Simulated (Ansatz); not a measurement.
GaSb: band structure with HSEsol

Crystal: GaSb.

```
Sb Ga
1.0
    -1.55590    2.67500    2.89331
     1.55590   -2.67500    2.89331
     1.55590    2.67500   -2.89331
Sb Ga
1 1
Direct
  0.50000 0.50000 0.00000
  0.00000 0.00000 0.00000
```

Measurements of this composition are mostly on another form, of space group No. 216.

| Quantity | Value |
| --- | --- |
| Program | Ansatz 0.2.0 |
| Task | band structure |
| Functional | HSEsol |
| Potentials or basis | Ansatz PAW |
| Cutoff | 420 eV (not typed: the program's choice for these potentials) |
| k mesh | 5 × 5 × 5 |
| Occupations | fermi-dirac, width 0.05 eV |
| Spin | no spin polarisation |
| Path | [["G", "X", "L", "T", "W", "R", "X1", "Z", "G", "Y", "S", "W"], ["L1", "Y"], ["Y1", "Z"]] |
| Points for each segment of the path | 4 |

```
Pressure               : -3.7 GPa
Band gap on the k mesh : none (metal or under the smearing width)
```

Stress tensor (GPa, compression positive):
```
-0.64  0.00  0.00
 0.00 -5.29  0.00
 0.00  0.00 -5.12
```

Levels at the corners of the path, in eV from the Fermi level:
| point | band 10 | band 11 | band 12 | band 13 | band 14 | band 15 | band 16 | band 17 | band 18 | band 19 |
| --- | --- | --- | --- | --- | --- | --- | --- | --- | --- | --- |
| Γ | -17.68 | -13.43 | -3.40 | -2.49 | -2.04 | 3.65 | 6.02 | 6.84 | 8.39 | 9.01 |
| X | -17.70 | -8.97 | -5.60 | -3.78 | -3.36 | -3.08 | 4.00 | 5.33 | 7.52 | 9.86 |
| L | -17.70 | -8.99 | -5.59 | -3.85 | -3.76 | -2.47 | 3.66 | 5.71 | 7.33 | 10.09 |
| T | -17.67 | -8.98 | -5.72 | -3.18 | -2.39 | -2.02 | 3.59 | 4.38 | 7.26 | 8.00 |
| W | -17.67 | -8.68 | -5.51 | -5.14 | -3.63 | 3.17 | 4.57 | 5.00 | 5.75 | 7.59 |
| R | -17.67 | -9.01 | -6.79 | -2.32 | -0.43 | -0.38 | 1.32 | 3.28 | 4.16 | 9.60 |
| X1 | -17.70 | -8.97 | -5.60 | -3.78 | -3.36 | -3.08 | 4.00 | 5.33 | 7.52 | 9.86 |
| Z | -17.68 | -10.71 | -6.60 | -5.84 | -5.49 | 3.69 | 7.70 | 10.55 | 11.33 | 11.37 |
| Γ | -17.68 | -13.43 | -3.40 | -2.49 | -2.04 | 3.65 | 6.02 | 6.84 | 8.39 | 9.01 |
| Y | -17.68 | -10.74 | -6.90 | -5.81 | -5.07 | 3.72 | 7.73 | 10.44 | 11.07 | 11.26 |
| S | -17.68 | -11.85 | -9.08 | -0.38 | 1.67 | 2.38 | 2.93 | 5.37 | 7.84 | 9.71 |
| W | -17.67 | -8.68 | -5.51 | -5.14 | -3.63 | 3.17 | 4.57 | 5.00 | 5.75 | 7.59 |
| L1 | -17.70 | -8.99 | -5.59 | -3.85 | -3.76 | -2.47 | 3.66 | 5.71 | 7.33 | 10.09 |
| Y | -17.68 | -10.74 | -6.90 | -5.81 | -5.07 | 3.72 | 7.73 | 10.44 | 11.07 | 11.26 |
| Y1 | -17.68 | -10.74 | -6.90 | -5.81 | -5.07 | 3.72 | 7.73 | 10.44 | 11.07 | 11.26 |
| Z | -17.68 | -10.71 | -6.60 | -5.84 | -5.49 | 3.69 | 7.70 | 10.55 | 11.33 | 11.37 |

Wall time 55 s on 1 × NVIDIA H100 80GB HBM3 with 2 threads of AMD EPYC 7R13 Processor (Zen 3), on a shared host, peak memory 2 GiB.

Caveat: the k mesh is coarse (spacing up to 0.47 Å⁻¹), so the values aren't converged, least of all with exact exchange; spin-orbit coupling is left out, which moves the levels of the heavy elements; the PAW data sets come from PBE, with cores solved anew for the run's functional, which leaves a small shift of forces and pressure; the thresholds are loose for stress.
